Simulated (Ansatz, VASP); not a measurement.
## BN in VASP and in Ansatz

Contents of INCAR:

```
  ALGO = Normal
  EDIFF = 1E-6
  ENCUT = 520
  GGA = PS
  ISIF = 2
  ISMEAR = -1
  LASPH = True
  LCHARG = True
  LELF = True
  LREAL = False
  LVHAR = True
  LWAVE = False
  NBANDS = 11
  NELM = 60
  PREC = Accurate
  SIGMA = 0.08
```

The input KPOINTS:

```
k-points
0
Gamma
  17 17 17
```

The input POSCAR:

```
BN
1.0
    0.0000000000      1.7660217555      1.7660217555
    1.7660217555      0.0000000000      1.7660217555
    1.7660217555      1.7660217555      0.0000000000
B N
1 1
Direct
    0.0000000000      0.0000000000      0.0000000000
    0.2500000000      0.2500000000      0.2500000000
```

Input for Ansatz:

```yaml
crystal:
  lattice:
    - [0.0, 1.7660217555, 1.7660217555]
    - [1.7660217555, 0.0, 1.7660217555]
    - [1.7660217555, 1.7660217555, 0.0]
  atoms:
    - { symbol: B, position: [0.0, 0.0, 0.0] }
    - { symbol: "N", position: [0.25, 0.25, 0.25] }
kpoints:
  mp_grid: { grid: [17, 17, 17] }
scf:
  occupations: { method: fermi_dirac, width: 0.08 }
hamiltonian:
  xc: pbesol
  pseudopotentials: { kind: paw }
output:
  forces: true
  stress: true
  eigenvalues: true
  populations: true
  write_density: true
  write_potential: true
  elf: true
  volumetric_format: npy
```

Change from the starting cell: volume scaled by 0.94, PAW files.

Alike in both runs: task single point; functional PBEsol; k mesh 17 × 17 × 17; occupations fermi-dirac, width 0.08 eV; no spin polarisation.

```csv
,VASP,Ansatz
version,VASP 6.6.1,Ansatz 0.2.0
potentials or method,"VASP PAW PBE potentials, release 64 (B, N)","PAW with Ansatz's default frozen-core files, scalar-relativistic"
plane-wave cutoff (eV),520,420
valence electrons in the cell,8,8
```

Ansatz gave:

```
gap on the k mesh at the Fermi level (eV) : 4.40
pressure (GPa)                            : 26.7
```

Q: Which values does VASP return?

A: gap on the k mesh at the Fermi level (eV): 4.39; pressure (GPa): 27.6.

With one functional, cell and mesh, what is left measures potentials, basis and numerics.

Caveats: so large a pressure means that the cell lies far from this level's equilibrium, or that cutoff or potentials fall short (VASP); the potentials were made for another functional, which shifts forces and pressure (VASP); an odd mesh through Γ misses points on the zone boundary, where band edges often lie.
